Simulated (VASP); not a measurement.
# C (P6_3/mmc) in VASP: notebook

Runs on C. Level: PBE. Tasks: single point, relaxation of cell and atoms.

All numbers are computed with VASP 6.6.1; they aren't measurements. Logs are shortened: lines on timing, memory, paths and dates and some standing lists are left out, and cuts for length are marked.

### Step 1. The structure

It takes space group P6_3/mmc (No. 194, hexagonal). The conventional cell has a = 4.457 Å, b = 4.457 Å, c = 2.530 Å, α = 90.00°, β = 90.00°, γ = 120.00°. C (site symmetry mm2) has 4 C at 1.50 to 1.53 Å as nearest neighbours.

The cell was built by a generator and needn't be a form met in nature.

### Step 2. Single point, PBE

INCAR reads:

```
SYSTEM = C
PREC = Accurate ; ENCUT = 520
EDIFF = 1E-6 ; ISMEAR = 0
SIGMA = 0.02 ; LREAL = .FALSE.
LASPH = .TRUE. ; NELM = 100
ALGO = Normal ; ISIF = 2
LWAVE = .FALSE. ; LCHARG = .FALSE.
GGA = PE ; NBANDS = 21
```

KPOINTS reads:

```
regular mesh
0
G
  9 9 10
  0 0 0
```

POSCAR reads:

```
C
1.0
    4.4568335440      0.0000000000      0.0000000000
   -2.2284167720      3.8597310695      0.0000000000
    0.0000000000      0.0000000000      2.5298807471
C
6
Direct
    0.8957872974      0.4478936487      0.2500000000
    0.4478936487      0.8957872974      0.7500000000
    0.4478936487      0.5521063513      0.7500000000
    0.1042127026      0.5521063513      0.7500000000
    0.5521063513      0.4478936487      0.2500000000
    0.5521063513      0.1042127026      0.2500000000
```

Potentials or basis: VASP PAW PBE potentials, release 64 (C).

Run with:

```bash
$ cat potpaw_PBE.64/C/POTCAR > POTCAR
$ mpirun -np 1 vasp_std > vasp.out
```

OUTCAR:

```text
SYSTEM = C
   PREC = Accurate
   ENCUT = 520
   EDIFF = 1E-6
   ISMEAR = 0
   LREAL = .FALSE.
   LASPH = .TRUE.
   NELM = 100
   ISIF = 2
   GGA = PE

 ion  position               nearest neighbor table
   1  0.896  0.448  0.250-   4 1.50   4 1.50   6 1.53   5 1.53
   2  0.448  0.896  0.750-   6 1.50   6 1.50   3 1.53   4 1.53
   3  0.448  0.552  0.750-   5 1.50   5 1.50   2 1.53   4 1.53
   4  0.104  0.552  0.750-   1 1.50   1 1.50   2 1.53   3 1.53
   5  0.552  0.448  0.250-   3 1.50   3 1.50   6 1.53   1 1.53
   6  0.552  0.104  0.250-   2 1.50   2 1.50   5 1.53   1 1.53

  LATTYP: Found a hexagonal cell.
 ALAT       =     4.4568335440
 C/A-ratio  =     0.5676408423

  Lattice vectors:

 A1 = (   4.4568335440,   0.0000000000,   0.0000000000)
 A2 = (  -2.2284167720,   3.8597310695,   0.0000000000)
 A3 = (   0.0000000000,   0.0000000000,   2.5298807471)

Analysis of symmetry for initial positions (statically):
=====================================================================
 Subroutine PRICEL returns:
 Original cell was already a primitive cell.

 Routine SETGRP: Setting up the symmetry group for a
 hexagonal supercell.

 Subroutine GETGRP returns: Found 24 space group operations
 (whereof 12 operations were pure point group operations)
 out of a pool of 24 trial point group operations.

The static configuration has the point symmetry D_3d.
 The point group associated with its full space group is D_6h.

Analysis of symmetry for dynamics (positions and initial velocities):
=====================================================================
 Subroutine PRICEL returns:
 Original cell was already a primitive cell.

 Routine SETGRP: Setting up the symmetry group for a
 hexagonal supercell.

 Subroutine GETGRP returns: Found 24 space group operations
 (whereof 12 operations were pure point group operations)
 out of a pool of 24 trial point group operations.

The dynamic configuration has the point symmetry D_3d.
 The point group associated with its full space group is D_6h.

 Subroutine INISYM returns: Found 24 space group operations
 (whereof 12 operations are pure point group operations),
 and found     1 'primitive' translations

----------------------------------------------------------------------------------------

                                     Primitive cell

  volume of cell :      43.5195

  direct lattice vectors                    reciprocal lattice vectors
     4.456833544  0.000000000  0.000000000     0.224374545  0.129542704  0.000000000
    -2.228416772  3.859731070  0.000000000     0.000000000  0.259085408  0.000000000
     0.000000000  0.000000000  2.529880747     0.000000000  0.000000000  0.395275549

  length of vectors
     4.456833544  4.456833544  2.529880747     0.259085408  0.259085408  0.395275549

  position of ions in fractional coordinates (direct lattice)
     0.895787297  0.447893649  0.250000000
     0.447893649  0.895787297  0.750000000
     0.447893649  0.552106351  0.750000000
     0.104212703  0.552106351  0.750000000
     0.552106351  0.447893649  0.250000000
     0.552106351  0.104212703  0.250000000

  ion indices of the primitive-cell ions
   primitive index   ion index
                 1           1
                 2           2
                 3           3
                 4           4
                 5           5
                 6           6

----------------------------------------------------------------------------------------

 KPOINTS: regular mesh

Automatic generation of k-mesh.
 Grid dimensions read from file:
 generate k-points for:    9    9   10

 Generating k-lattice:

  Cartesian coordinates                     Fractional coordinates (reciprocal lattice)
     0.024930505  0.014393634  0.000000000     0.111111111  0.000000000  0.000000000
     0.000000000  0.028787268  0.000000000     0.000000000  0.111111111  0.000000000
     0.000000000  0.000000000  0.039527555     0.000000000  0.000000000  0.100000000

  Length of vectors
     0.028787268  0.028787268  0.039527555

  Shift w.r.t. Gamma in fractional coordinates (k-lattice)
     0.000000000  0.000000000  0.000000000

 Subroutine IBZKPT returns following result:
 ===========================================

 Found     72 irreducible k-points:

 Following reciprocal coordinates:
            Coordinates               Weight
  0.000000  0.000000  0.000000      1.000000
  0.111111  0.000000  0.000000      6.000000
  0.222222  0.000000  0.000000      6.000000
  0.333333 -0.000000  0.000000      6.000000
  0.444444  0.000000  0.000000      6.000000
  0.111111  0.111111  0.000000      6.000000
[... 16 lines left out ...]
  0.333333  0.222222  0.100000     24.000000
  0.333333  0.333333  0.100000      4.000000
 [... further k-points ...]
   k-points           NKPTS =     72   k-points in BZ     NKDIM =     72   number of bands    NBANDS=     21
   number of dos      NEDOS =    301   number of ions     NIONS =      6
   total plane-waves  NPLWV =  25920
   dimension x,y,z NGX =    36 NGY =   36 NGZ =   20
   dimension x,y,z NGXF=    72 NGYF=   72 NGZF=   40
   ions per type =               6
   NGX,Y,Z   is equivalent  to a cutoff of  13.43, 13.43, 13.14 a.u.
   NGXF,Y,Z  is equivalent  to a cutoff of  26.86, 26.86, 26.29 a.u.
 SYSTEM =  C
   PREC   = accura    normal or accurate (medium, high low for compatibility)
   ISTART =      0    job   : 0-new  1-cont  2-samecut
   ICHARG =      2    charge: 1-file 2-atom 10-const
   ISPIN  =      1    spin polarized calculation?
   LNONCOLLINEAR =      F non collinear calculations
   LSORBIT =      F    spin-orbit coupling
   LASPH  =      T    aspherical Exc in radial PAW
   ENCUT  =  520.0 eV  38.22 Ry    6.18 a.u.   8.29  8.29  4.70*2*pi/ulx,y,z
   NELM   =    100;   NELMIN=  2; NELMDL= -5     # of ELM steps
   EDIFF  = 0.1E-05   stopping-criterion for ELM
[... 8 lines left out ...]
   TEBEG  =    0.0;   TEEND  =   0.0 temperature during run
   PSTRESS=    0.0 pullay stress
   NELECT =      24.0000    total number of electrons
   NUPDOWN=      -1.0000    fix difference up-down
   EMIN   =  10.00;   EMAX   =-10.00  energy-range for DOS
   EFERMI =   0.00;   METHOD = LEGACY
   ISMEAR =     0;   SIGMA  =   0.02  broadening in eV -4-tet -1-fermi 0-gaus
   EFERMI_NEDOS =   21; number of points for ismear=-14 and -15
   IALGO  =     38    algorithm
   IMIX   =      4    mixing-type and parameters
     AMIX     =   0.40;   BMIX     =  1.00
     AMIX_MAG =   1.60;   BMIX_MAG =  1.00
  volume/ion in A,a.u.               =       7.25        48.95
  Fermi-wavevector in a.u.,A,eV,Ry     =   1.342510  2.536975 24.522217  1.802332
  Thomas-Fermi vector in A             =   2.470658
   LORBIT       =      0    0 simple, 1 ext, 2 COOP (PROOUT), +10 PAW based schemes
   GGA     = PE    functional components
   LHFCALC =     F    Hartree Fock is set to
   AEXX    =    0.0000 exact exchange contribution
   IVDW    =     0    specifies the selected vdW correction
   LEPSILON=     F    determine dielectric tensor
   LRPA    =     F    only Hartree local field effects (RPA)
 non-spin polarized calculation
 Gauss-broadening in eV      SIGMA  =   0.02
  energy-cutoff  :      520.00
  volume of cell :       43.52
 maximum number of plane-waves:      1196
 NGX is ok and might be reduce to    36
   NGX = 17   NGY = 17   NGZ =  9

 number of electron      24.0000000 magnetization

 Free energy of the ion-electron system (eV)
  ---------------------------------------------------
  ext. energy  EPLUGINS =         0.00000000
  ---------------------------------------------------
  free energy    TOTEN  =       -52.86784104 eV

  energy without entropy =      -52.86784104  energy(sigma->0) =      -52.86784104

 E-fermi :   7.7266     XC(G=0): -11.3165

 val. band max:        7.6452406250   @ k =   0.0000   0.0000   0.0000
 cond. band min:       9.9155725922   @ k =   0.0000   0.0000   0.0000
 fundamental gap:      2.2703319672
 Fermi energy:         7.7265702517

 k-point     1 :       0.0000    0.0000    0.0000
  band No.  band energies     occupation
      1     -14.5474      2.00000
      2     -10.0038      2.00000
      3      -7.5951      2.00000
      4      -7.5951      2.00000
      5      -1.9277      2.00000
      6      -1.9277      2.00000
[... 13 lines left out ...]
     20      16.7500      0.00000
     21      20.8265      0.00000

 k-point     2 :       0.1111    0.0000    0.0000
  band No.  band energies     occupation
      1     -14.4782      2.00000
      2     -10.3530      2.00000
      3      -7.6460      2.00000
      4      -7.2363      2.00000
      5      -2.0214      2.00000
      6      -1.7115      2.00000
[... 13 lines left out ...]
     20      16.8783      0.00000
     21      20.5741      0.00000

 k-point     3 :       0.2222    0.0000    0.0000
  band No.  band energies     occupation
      1     -14.2760      2.00000
      2     -11.0534      2.00000
      3      -7.7667      2.00000
      4      -6.5330      2.00000
      5      -2.2051      2.00000
      6      -1.0988      2.00000
[... 13 lines left out ...]
     20      17.4116      0.00000
     21      19.8389      0.00000
[... 457 lines left out ...]
 k-point    23 :       0.3333    0.2222    0.1000
  band No.  band energies     occupation
      1     -13.2552      2.00000
      2     -12.4364      2.00000
      3      -8.0366      2.00000
      4      -4.6210      2.00000
      5      -3.0958      2.00000
      6       0.1348      2.00000
[... 13 lines left out ...]
     20      17.2996      0.00000
     21      19.0488      0.00000

 k-point    24 :       0.3333    0.3333    0.1000
  band No.  band energies     occupation
      1     -12.8666      2.00000
      2     -12.8666      2.00000
      3      -8.1117      2.00000
      4      -3.8198      2.00000
      5      -3.8198      2.00000
      6       0.3704      2.00000
[... 13 lines left out ...]
     20      16.2941      0.00000
     21      19.4624      0.00000

 [... further k-points ...]

------------------------ aborting loop because EDIFF is reached ----------------------------------------

  FORCE on cell =-STRESS in cart. coord.  units (eV):
  Direction    XX          YY          ZZ          XY          YZ          ZX
  --------------------------------------------------------------------------------------
  -------------------------------------------------------------------------------------
  Total        0.1640427      0.1640427      0.1227116      0.0000000     -0.0000000      0.0000000
  in kB        6.0392643      6.0392643      4.5176498      0.0000000     -0.0000000      0.0000000
  external PRESSURE =       5.5320595 kB  Pullay stress =       0.0000000 kB

 VOLUME and BASIS-vectors are now :
 -----------------------------------------------------------------------------
  energy-cutoff  :      520.00
  volume of cell :       43.52
      direct lattice vectors                 reciprocal lattice vectors
     4.456833544  0.000000000  0.000000000     0.224374545  0.129542704  0.000000000
    -2.228416772  3.859731070  0.000000000     0.000000000  0.259085408  0.000000000
     0.000000000  0.000000000  2.529880747     0.000000000  0.000000000  0.395275549

 POSITION                                       TOTAL-FORCE (eV/Angst)
 -----------------------------------------------------------------------------------
      2.99428      1.72875      0.63247         0.030724      0.017739      0.000000
      0.00000      3.45750      1.89741        -0.000000      0.035477      0.000000
      0.76586      2.13098      1.89741         0.030724     -0.017739      0.000000
     -0.76586      2.13098      1.89741        -0.030724     -0.017739     -0.000000
      1.46255      1.72875      0.63247        -0.030724      0.017739     -0.000000
      2.22842      0.40223      0.63247        -0.000000     -0.035477     -0.000000
 -----------------------------------------------------------------------------------
    total drift:                                0.000000     -0.000000     -0.000000

  FREE ENERGIE OF THE ION-ELECTRON SYSTEM (eV)
  ---------------------------------------------------
  free  energy   TOTEN  =       -52.8678410394 eV

  energy  without entropy=      -52.8678410394  energy(sigma->0) =      -52.86784104
```

Wall time 62 s (1 thread of Intel Xeon Platinum 8488C (Sapphire Rapids), shared host); peak memory 0.18 GiB.

What came out:

- Free energy: -52.8678 eV
- Pressure: 0.6 GPa
- Largest force: 0.035 eV/Å
- Band gap on the k mesh: 2.27 eV, direct

Forces in eV/Å, atoms in the order of the input:
```
C    0.031  0.018  0.000
C    0.000  0.035  0.000
C    0.031 -0.018  0.000
C   -0.031 -0.018  0.000
C   -0.031  0.018  0.000
C    0.000 -0.035  0.000
```

Levels at points of the mesh, in eV from the valence-band top:
```csv
k point,band 9,band 10,band 11,band 12,band 13,band 14,band 15,band 16
"(0.00, 0.00, 0.00)",-3.62,-3.62,0.00,0.00,2.27,3.42,3.94,4.22
"(0.00, 0.00, 0.50)",-5.25,-5.25,-5.25,-5.25,5.64,5.64,6.80,6.80
```

Caveat: an odd mesh through Γ misses points on the zone boundary, where band edges often lie.

[end of part 1 of 2]
